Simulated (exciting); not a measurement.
Here is an exciting (release sodium) calculation.

File input.xml:

```xml
<input>
  <title>Pt</title>
  <structure speciespath="./" tshift="false">
    <crystal scale="1">
      <basevect>0.000000000000 3.705563957779 3.705563957779</basevect>
      <basevect>3.705563957779 0.000000000000 3.705563957779</basevect>
      <basevect>3.705563957779 3.705563957779 0.000000000000</basevect>
    </crystal>
    <species speciesfile="Pt.xml" rmt="2.3">
      <atom coord="0.000000000000 0.000000000000 0.000000000000"/>
    </species>
  </structure>
  <groundstate do="fromscratch" ngridk="12 12 12" rgkmax="9" gmaxvr="14" lmaxapw="10" lmaxmat="10" lmaxvr="8" xctype="GGA_PBE" stype="Gaussian" swidth="0.00047774" nempty="12" ValenceRelativity="iora*" epsengy="1e-05" epspot="1e-05" maxscl="60" tforce="true" outputlevel="high"/>
</input>
```

Potentials or basis: all-electron LAPW+lo, shipped species files, valence relativity iora*.

Launch:

```bash
$ OMP_NUM_THREADS=1 exciting_smp
```

(1) Predict the band gap on the k mesh.

Results:

(1) none (metal or under the smearing width).
